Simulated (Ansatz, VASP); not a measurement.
Two plane-wave programs on BAs

```
B As
1.0
     0.00000    2.43970    2.43970
     2.43970    0.00000    2.43970
     2.43970    2.43970    0.00000
B As
1 1
Cartesian
  0.0000 0.0000 0.0000
  1.2199 1.2199 1.2199
```

Change from the starting cell: hydrostatic strain +2.0%.

Alike in both runs: task single point; functional r2SCAN; k mesh 10 × 10 × 10; no spin polarisation.

```csv
,VASP,Ansatz
version,VASP 6.6.1,Ansatz 0.2.0
potentials or method,"VASP PAW PBE potentials, release 64 (B, As)","plane waves, PAW"
plane-wave cutoff (eV),520,500
occupations,"gaussian, width 0.01 eV",fixed
valence electrons in the cell,8,18
```

VASP gave:

| Item | Value |
| --- | --- |
| gap on the k mesh at the Fermi level (eV) | 1.44 |
| pressure (GPa) | -7.3 |

Estimate Ansatz's values.

gap on the k mesh at the Fermi level (eV): 1.43; pressure (GPa): -7.4.

The two sets of potentials don't hold the same shells in valence.

Caveats: the PAW data sets were made with another functional, which shifts forces and pressure a little (VASP). A k mesh can miss the band edges.
